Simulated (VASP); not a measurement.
Write the native input for VASP 6.6.1 that does the following.

```yaml
Task: G0W0 quasiparticle levels
Functional: PBEsol
Potentials_or_basis: VASP PAW PBE potentials, release 64 (Ti_sv_GW, O_GW)
Cutoff: 450 eV
k_mesh: 4 × 4 × 6
Occupations: gaussian, width 0.01 eV
Spin: no spin polarisation
Cutoff_of_the_response_function: 230
Empty_bands: 660
GW_scheme: G0W0
GW_iterations: 1
Frequency_points: 50
Further_INCAR_settings: ALGO = EVGW0; EDIFF = 1e-08; NBANDS = 684
```

TiO2 (Rutile):

```
Ti O
1.0
     4.59220    0.00000    0.00000
     0.00000    4.59220    0.00000
     0.00000    0.00000    2.95740
Ti O
2 4
Direct
  0.00000 0.00000 0.00000
  0.50000 0.50000 0.50000
  0.30496 0.30496 0.00000
  0.19504 0.80496 0.50000
  0.69504 0.69504 0.00000
  0.80496 0.19504 0.50000
```

The input as run:

POSCAR

```
TiO2
1.0
    4.5922000000      0.0000000000      0.0000000000
    0.0000000000      4.5922000000      0.0000000000
    0.0000000000      0.0000000000      2.9574000000
Ti O
2 4
Direct
    0.0000000000      0.0000000000      0.0000000000
    0.5000000000      0.5000000000      0.5000000000
    0.3049600000      0.3049600000      0.0000000000
    0.1950400000      0.8049600000      0.5000000000
    0.6950400000      0.6950400000      0.0000000000
    0.8049600000      0.1950400000      0.5000000000
```

INCAR.step1

```
  PREC = Accurate
  ENCUT = 450
  EDIFF = 1E-8
  ISMEAR = 0
  SIGMA = 0.01
  LREAL = False
  LASPH = True
  NELM = 80
  ALGO = Normal
  LWAVE = True
  LCHARG = False
  GGA = PS
  KPAR = 8
```

INCAR.step2

```
  PREC = Accurate
  ENCUT = 450
  EDIFF = 1E-8
  ISMEAR = 0
  SIGMA = 0.01
  LREAL = False
  LASPH = True
  NELM = 1
  ALGO = Exact
  LWAVE = True
  LCHARG = False
  GGA = PS
  NBANDS = 684
  LOPTICS = True
  ISTART = 1
  KPAR = 8
```

INCAR.step3

```
  PREC = Accurate
  ENCUT = 450
  EDIFF = 1E-8
  ISMEAR = 0
  SIGMA = 0.01
  LREAL = False
  LASPH = True
  ALGO = EVGW0
  LWAVE = False
  LCHARG = False
  GGA = PS
  NELMGW = 1
  NBANDS = 684
  ENCUTGW = 230
  NOMEGA = 50
  PRECFOCK = Fast
  ISTART = 1
  NBANDSGW = 32
  KPAR = 8
```

KPOINTS

```
regular mesh
0
Gamma
  4 4 6
```

Potentials or basis: VASP PAW PBE potentials, release 64 (Ti_sv_GW, O_GW).

Launch:

```sh
$ cat potpaw_PBE.64/Ti_sv_GW/POTCAR potpaw_PBE.64/O_GW/POTCAR > POTCAR
$ cp INCAR.step1 INCAR
$ mpirun -np 8 vasp_std > vasp.out
$ cp INCAR.step2 INCAR
$ mpirun -np 8 vasp_std > vasp.out
$ cp INCAR.step3 INCAR
$ mpirun -np 8 vasp_std > vasp.out
```

Results of the run:

The band gap on the k mesh, mean-field level is 1.85 eV, direct. The quasiparticle gap is 3.52 eV and the least direct quasiparticle gap is 3.57 eV.

Caveat: bands, screening cutoff and mesh are small and nothing is extrapolated, so the quasiparticle values aren't converged.

Wall time 69 min on 8 MPI ranks on AMD EPYC 7R13 Processor (Zen 3), with other jobs on the host, peak memory 2.7 GiB a rank.
